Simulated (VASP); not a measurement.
# PbSe (Clausthalite) (Fm-3m) in VASP: further runs, part 2 of 2

VASP 6.6.1.

## 3. Band structure, PBE

INCAR

```
PREC = Accurate
ENCUT = 500
EDIFF = 1E-6
ISMEAR = -1
SIGMA = 0.05
LREAL = F
LASPH = T
NELM = 100
ALGO = Normal
ISIF = 2
LWAVE = F
LCHARG = F
GGA = PE
NBANDS = 12
```

KPOINTS

```
regular mesh
0
Gamma
  8 8 8
```

POSCAR

```
PbSe
1.0
    0.0000000000      3.0606500000      3.0606500000
    3.0606500000      0.0000000000      3.0606500000
    3.0606500000      3.0606500000      0.0000000000
Pb Se
1 1
Direct
    0.0000000000      0.0000000000      0.0000000000
    0.5000000000      0.5000000000      0.5000000000
```

KPOINTS_OPT

```
path GXWKGLUWLK,UX
20
line-mode
reciprocal
 0.0000000000  0.0000000000  0.0000000000  G
 0.5000000000  0.0000000000  0.5000000000  X

 0.5000000000  0.0000000000  0.5000000000  X
 0.5000000000  0.2500000000  0.7500000000  W

 0.5000000000  0.2500000000  0.7500000000  W
 0.3750000000  0.3750000000  0.7500000000  K

 0.3750000000  0.3750000000  0.7500000000  K
 0.0000000000  0.0000000000  0.0000000000  G

 0.0000000000  0.0000000000  0.0000000000  G
 0.5000000000  0.5000000000  0.5000000000  L

 0.5000000000  0.5000000000  0.5000000000  L
 0.6250000000  0.2500000000  0.6250000000  U

 0.6250000000  0.2500000000  0.6250000000  U
 0.5000000000  0.2500000000  0.7500000000  W

 0.5000000000  0.2500000000  0.7500000000  W
 0.5000000000  0.5000000000  0.5000000000  L

 0.5000000000  0.5000000000  0.5000000000  L
 0.3750000000  0.3750000000  0.7500000000  K

 0.6250000000  0.2500000000  0.6250000000  U
 0.5000000000  0.0000000000  0.5000000000  X
```

Potentials or basis: VASP PAW PBE potentials, release 54 (Pb, Se).

On the command line:

```
$ cat potpaw_PBE.54/Pb/POTCAR potpaw_PBE.54/Se/POTCAR > POTCAR
$ mpirun -np 1 vasp_std > vasp.out
```

Wall time 48 s (1 thread of Intel Xeon Platinum 8375C at 2.90GHz (Ice Lake), shared host); peak memory 0.18 GiB.

The run converged. Its results:

* Free energy: -8.2134 eV
* Pressure: 2.2 GPa
* Band gap on the k mesh: 0.29 eV, direct
* Band gap along the path: 0.29 eV, direct

Levels at the corners of the path, in eV from the valence-band top:
| point | band 2 | band 3 | band 4 | band 5 | band 6 | band 7 | band 8 | band 9 |
| --- | --- | --- | --- | --- | --- | --- | --- | --- |
| Γ | -6.30 | -1.88 | -1.88 | -1.88 | 4.71 | 4.71 | 4.71 | 6.48 |
| X | -7.39 | -4.98 | -3.23 | -3.23 | 3.69 | 5.61 | 5.61 | 6.05 |
| X | -7.39 | -4.98 | -3.23 | -3.23 | 3.69 | 5.61 | 5.61 | 6.05 |
| W | -8.02 | -4.24 | -4.24 | -0.80 | 1.89 | 4.95 | 4.95 | 7.69 |
| W | -8.02 | -4.24 | -4.24 | -0.80 | 1.89 | 4.95 | 4.95 | 7.69 |
| K | -8.04 | -4.58 | -2.74 | -2.40 | 3.39 | 4.01 | 5.44 | 5.81 |
| K | -8.04 | -4.58 | -2.74 | -2.40 | 3.39 | 4.01 | 5.44 | 5.81 |
| Γ | -6.30 | -1.88 | -1.88 | -1.88 | 4.71 | 4.71 | 4.71 | 6.48 |
| Γ | -6.30 | -1.88 | -1.88 | -1.88 | 4.71 | 4.71 | 4.71 | 6.48 |
| L | -8.81 | -1.49 | -1.49 | 0.00 | 0.29 | 1.70 | 1.70 | 8.48 |
| L | -8.81 | -1.49 | -1.49 | 0.00 | 0.29 | 1.70 | 1.70 | 8.48 |
| U | -8.04 | -4.58 | -2.74 | -2.40 | 3.39 | 4.01 | 5.44 | 5.81 |
| U | -8.04 | -4.58 | -2.74 | -2.40 | 3.39 | 4.01 | 5.44 | 5.81 |
| W | -8.02 | -4.24 | -4.24 | -0.80 | 1.89 | 4.95 | 4.95 | 7.69 |
| W | -8.02 | -4.24 | -4.24 | -0.80 | 1.89 | 4.95 | 4.95 | 7.69 |
| L | -8.81 | -1.49 | -1.49 | 0.00 | 0.29 | 1.70 | 1.70 | 8.48 |
| L | -8.81 | -1.49 | -1.49 | 0.00 | 0.29 | 1.70 | 1.70 | 8.48 |
| K | -8.04 | -4.58 | -2.74 | -2.40 | 3.39 | 4.01 | 5.44 | 5.81 |
| U | -8.04 | -4.58 | -2.74 | -2.40 | 3.39 | 4.01 | 5.44 | 5.81 |
| X | -7.39 | -4.98 | -3.23 | -3.23 | 3.69 | 5.61 | 5.61 | 6.05 |

Caveat: spin-orbit coupling is left out, which as a rule narrows the gap of such compounds by several tenths of an eV.

## 4. Born charges and dielectric tensor, PBEsol

INCAR

```
SYSTEM = PbSe
PREC = Accurate
ENCUT = 520
EDIFF = 1E-8
ISMEAR = -1
SIGMA = 0.05
LREAL = .FALSE.
LASPH = .TRUE.
NELM = 100
ALGO = Normal
ISIF = 2
LWAVE = .FALSE.
LCHARG = .FALSE.
GGA = PS
LEPSILON = .TRUE.
IBRION = 8
```

KPOINTS

```
Automatic mesh
0
G
  8 8 8
  0 0 0
```

POSCAR is that of step 3.

Potentials or basis: VASP PAW PBE potentials, release 64 (Pb_d, Se).

On the command line:

```
$ cat potpaw_PBE.64/Pb_d/POTCAR potpaw_PBE.64/Se/POTCAR > POTCAR
$ mpirun -np 1 vasp_std > vasp.out
```

OUTCAR:

```text
SYSTEM = PbSe
   PREC = Accurate
   ENCUT = 520
   EDIFF = 1E-8
   ISMEAR = -1
   LREAL = .FALSE.
   LASPH = .TRUE.
   NELM = 100
   ISIF = 2
   GGA = PS
   LEPSILON = .TRUE.
   IBRION = 8

 ion  position               nearest neighbor table
   1  0.000  0.000  0.000-   2 3.06   2 3.06   2 3.06   2 3.06   2 3.06   2 3.06
   2  0.500  0.500  0.500-   1 3.06   1 3.06   1 3.06   1 3.06   1 3.06   1 3.06

  LATTYP: Found a face centered cubic cell.
 ALAT       =     6.1213000000

  Lattice vectors:

 A1 = (   0.0000000000,   3.0606500000,   3.0606500000)
 A2 = (   3.0606500000,   0.0000000000,   3.0606500000)
 A3 = (   3.0606500000,   3.0606500000,   0.0000000000)

Analysis of symmetry for initial positions (statically):
=====================================================================
 Subroutine PRICEL returns:
 Original cell was already a primitive cell.

[... 709 lines left out ...]
 SECOND DERIVATIVES (NOT SYMMETRIZED)
 ------------------------------------
               1X          1Y          1Z          2X          2Y          2Z
  1X    -0.332772    0.000000    0.000000    0.332772    0.000000    0.000000
  1Y     0.000000   -0.332772    0.000000    0.000000    0.332772    0.000000
  1Z     0.000000    0.000000   -0.332772    0.000000    0.000000    0.332772
  2X     0.338762    0.000000    0.000000   -0.338762    0.000000    0.000000
  2Y     0.000000    0.338762    0.000000    0.000000   -0.338762    0.000000
  2Z     0.000000    0.000000    0.338762    0.000000    0.000000   -0.338762

 Eigenvectors and eigenvalues of the dynamical matrix
 ----------------------------------------------------

   1 f  =    1.200454 THz     7.542674 2PiTHz   40.042832 cm-1     4.964676 meV
             X         Y         Z           dx          dy          dz
      0.000000  0.000000  0.000000    -0.521907    0.000000    0.000000
      3.060650  3.060650  3.060650     0.853003    0.000000    0.000000
[... 21 lines left out ...]
   6 f/i=    0.004767 THz     0.029954 2PiTHz    0.159018 cm-1     0.019716 meV
             X         Y         Z           dx          dy          dz
      0.000000  0.000000  0.000000    -0.853003    0.000000    0.000000
      3.060650  3.060650  3.060650    -0.521907    0.000000    0.000000

--------------------------------------------------------------------------------------------------------

 MACROSCOPIC STATIC DIELECTRIC TENSOR IONIC CONTRIBUTION
 ------------------------------------------------------
         116.507620     0.000000     0.000000
           0.000000   116.507620     0.000000
           0.000000     0.000000   116.507620
 ------------------------------------------------------

 ELASTIC MODULI CONTR FROM IONIC RELAXATION (kBar)
 Direction    XX          YY          ZZ          XY          YZ          ZX
 --------------------------------------------------------------------------------
 XX           0.0000      0.0000      0.0000      0.0000      0.0000      0.0000
 YY           0.0000      0.0000      0.0000      0.0000      0.0000      0.0000
 ZZ           0.0000      0.0000      0.0000      0.0000      0.0000      0.0000
 XY           0.0000      0.0000      0.0000      0.0000      0.0000      0.0000
 YZ           0.0000      0.0000      0.0000      0.0000      0.0000      0.0000
 ZX           0.0000      0.0000      0.0000      0.0000      0.0000      0.0000
 --------------------------------------------------------------------------------

 PIEZOELECTRIC TENSOR IONIC CONTR  for field in x, y, z        (C/m^2)
          XX          YY          ZZ          XY          YZ          ZX
  --------------------------------------------------------------------------------
  x     0.00000     0.00000     0.00000     0.00000     0.00000     0.00000
  y     0.00000     0.00000     0.00000     0.00000     0.00000     0.00000
  z     0.00000     0.00000     0.00000     0.00000     0.00000     0.00000
```

OSZICAR:

```text
N       E                     dE             d eps       ncg     rms          rms(c)
DAV:   1     0.158358227232E+03    0.15836E+03   -0.96549E+03   820   0.145E+03
DAV:   2     0.318655312492E+01   -0.15517E+03   -0.15127E+03   884   0.354E+02
DAV:   3    -0.889325857893E+01   -0.12080E+02   -0.12003E+02  1046   0.103E+02
DAV:   4    -0.917422063058E+01   -0.28096E+00   -0.28083E+00   900   0.189E+01
[... 12 lines left out ...]
RMM:   9    -0.848085179775E-01    0.92144E-06   -0.16798E-08  2979   0.596E-04    0.746E-05
RMM:  10    -0.848088724518E-01   -0.35447E-06   -0.16073E-08  2974   0.259E-04    0.239E-05
RMM:  11    -0.848089382550E-01   -0.65803E-07   -0.12617E-08  3077   0.136E-04    0.672E-06
RMM:  12    -0.848088936957E-01    0.44559E-07    0.33863E-09  2946   0.986E-05    0.913E-07
RMM:  13    -0.848088871138E-01    0.65819E-08    0.11175E-08  2631   0.834E-05    0.533E-07
 Linear response finished
```

Wall time 6.1 min (1 thread of AMD EPYC 7R43 (Zen 3), shared host); peak memory 0.26 GiB.

Results:

```
Band gap on the k mesh                                  : 0.20 eV, direct
Electronic dielectric tensor (diagonal)                 : 46.83
Born charges (mean of the diagonal)                     : Pb +3.52; Se -3.52 e
Highest phonon frequency at Γ, LO-TO splitting left out : 40 cm⁻¹
```

Phonon frequencies in cm⁻¹ (negative: imaginary):
```
              q point     frequencies
(0.000, 0.000, 0.000)  0 0 0 40 40 40
```

Electronic dielectric tensor:
```
46.83  0.00  0.00
 0.00 46.83  0.00
 0.00  0.00 46.83
```

Born effective charge tensors (e):
atom 1, Pb
```
3.52 0.00 0.00
0.00 3.52 0.00
0.00 0.00 3.52
```
atom 2, Se
```
-3.52  0.00  0.00
 0.00 -3.52  0.00
 0.00  0.00 -3.52
```

Caveat: the gap is small at this level, which inflates the dielectric constant; the PAW data sets were made with another functional, which shifts forces and pressure a little; spin-orbit coupling is left out, which as a rule narrows the gap of such compounds by several tenths of an eV.

## 5. The runs side by side

```tsv
task	level	potentials or basis	cutoff (eV)	gap on the mesh (eV)
band structure	PBE	VASP PAW PBE potentials, release 54 (Pb_d, Se)	520	0.29
band structure	PBE	VASP PAW PBE potentials, release 54 (Pb, Se)	500	0.29
Born charges and dielectric tensor	PBEsol	VASP PAW PBE potentials, release 64 (Pb_d, Se)	520	0.20
```

Alike in all rows: no spin polarisation; cell as given; k mesh 8 × 8 × 8; smearing fermi-dirac 0.05 eV.

Caveats: spin-orbit coupling is left out, which as a rule narrows the gap of such compounds by several tenths of an eV; the gap is small at this level, which inflates the dielectric constant (some runs); the PAW data sets were made with another functional, which shifts forces and pressure a little (some runs).

Total energies depend on the potentials used, so only differences within one code and one set of settings carry meaning.

## 6. Comparison with measurements

Step 2. A measured gap of PbSe is 0.15 eV (direct; 4.2 K; a printed reference work, monograph); the calculated 0.29 eV misses it by +0.14 eV. 2 values of this kind are on record (0.15 to 0.28 eV); this one was drawn at random. Spin-orbit coupling on Pb, Se is left out. The value is that of PBE, without temperature or zero-point motion.

Step 3. Against the measured gap of PbSe, 0.15 eV (direct; 4.2 K; a printed reference work, monograph), the calculated 0.29 eV is off by +0.14 eV. 2 values of this kind are on record (0.15 to 0.28 eV); this one was drawn at random. Spin-orbit coupling on Pb, Se is left out. The value is that of PBE, without temperature or zero-point motion.

Step 4. Measured gap of PbSe: 0.15 eV (direct; 4.2 K; a printed reference work, monograph). This calculation gives 0.20 eV (+0.05 eV). 2 values of this kind are on record (0.15 to 0.28 eV); this one was drawn at random. Spin-orbit coupling on Pb, Se is left out. The value is that of PBEsol on a finite k mesh, which can miss the band edges, without temperature or zero-point motion.
